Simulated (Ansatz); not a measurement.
Runs of Ansatz 0.2.0 on Hf. The structure is cubic, space group Fm-3m (No. 225). Conventional cell: a = 4.440 Å, b = 4.440 Å, c = 4.440 Å, α = 90.00°, β = 90.00°, γ = 90.00°. Around Hf (site symmetry m-3m) lie 12 Hf at 3.14 Å. This isn't the form of Hf at room conditions, which is hcp.

```csv
task,level,cell,k mesh,cutoff (eV),points for each segment of the path,mesh quality,gap on the mesh (eV),V0 of scaled cells (Å³/atom),B0 (GPa)
equation of state,LDA,as given,10 × 10 × 10,420,-,not flagged,-,(a),121
equation of state,r2SCAN,as given,10 × 10 × 10,500,-,not flagged,-,22.43,98
relaxation of cell and atoms,HSE03,relaxed,5 × 5 × 5,420,-,coarse,none,-,-
equation of state,HSE06,as given,6 × 6 × 6,420,-,coarse,-,(b),107
single point,PBEsol0,as given,5 × 5 × 5,420,-,coarse,none,-,-
single point,r2SCANh,as given,5 × 5 × 5,500,-,coarse,none,-,-
single point,B3LYP,as given,5 × 5 × 5,420,-,coarse,none,-,-
band structure,HSE06,as given,5 × 5 × 5,420,4,coarse,none,-,-
```

Alike in all rows: potentials or basis Ansatz PAW; no spin polarisation; smearing fermi-dirac 0.05 eV.

**Question.** Fill in the values left out.

**Answer.** (a) 20.77; (b) 22.89.

Caveats: some runs use coarse meshes; the PAW data sets come from PBE, with cores solved anew for the run's functional, which leaves a small shift of forces and pressure; the plane-wave basis is chosen anew once the cell has moved, so the energies of steps on either side of that aren't comparable (some runs); the potentials were made for another functional, which shifts forces and pressure (some runs).

A k mesh can miss the band edges, and the runs leave out spin-orbit coupling on Hf.

A gap of «none» marks a metal or a gap under the smearing width.

Not every run made on this cell is shown here.
